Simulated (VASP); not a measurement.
Sb, 1 atom in the cell. The structure is cubic, space group Im-3m (No. 229). Conventional cell: a = 3.804 Å, b = 3.804 Å, c = 3.804 Å, α = 90.00°, β = 90.00°, γ = 90.00°. Sb (site symmetry m-3m) has 8 Sb at 3.29 Å as nearest neighbours. This isn't the form of Sb at room conditions, which is rhombohedral. The cell isn't the ideal one: volume scaled by 1.05, PAW files.

```yaml
Program: VASP 6.6.1
Task: electric field gradients
Functional: r2SCAN
Potentials_or_basis: VASP PAW PBE potentials, release 64 (Sb)
Cutoff: 520 eV
k_mesh: 12 × 12 × 12
Occupations: fermi-dirac, width 0.08 eV
Spin: no spin polarisation
Dipole_correction: no
Further_INCAR_settings: ALGO = Normal; EDIFF = 1e-08; NBANDS = 8
```

Potentials or basis: VASP PAW PBE potentials, release 64 (Sb).

The run is started by

```sh
$ cat potpaw_PBE.64/Sb/POTCAR > POTCAR
$ cp INCAR.step1 INCAR
$ mpirun -np 1 vasp_std > vasp.out
$ cp INCAR.step2 INCAR
$ mpirun -np 1 vasp_std > vasp.out
```

Hardware: 1 thread of Intel(R) Xeon(R) Platinum 8488C (Sapphire Rapids) (shared host).

Problem. How long does it take, and how much memory?

Solution. Run time: 62 s on 1 thread of Intel(R) Xeon(R) Platinum 8488C (Sapphire Rapids), with other jobs on the host, peak memory 0.16 GiB. Counts: scf iterations 12, k points 72.
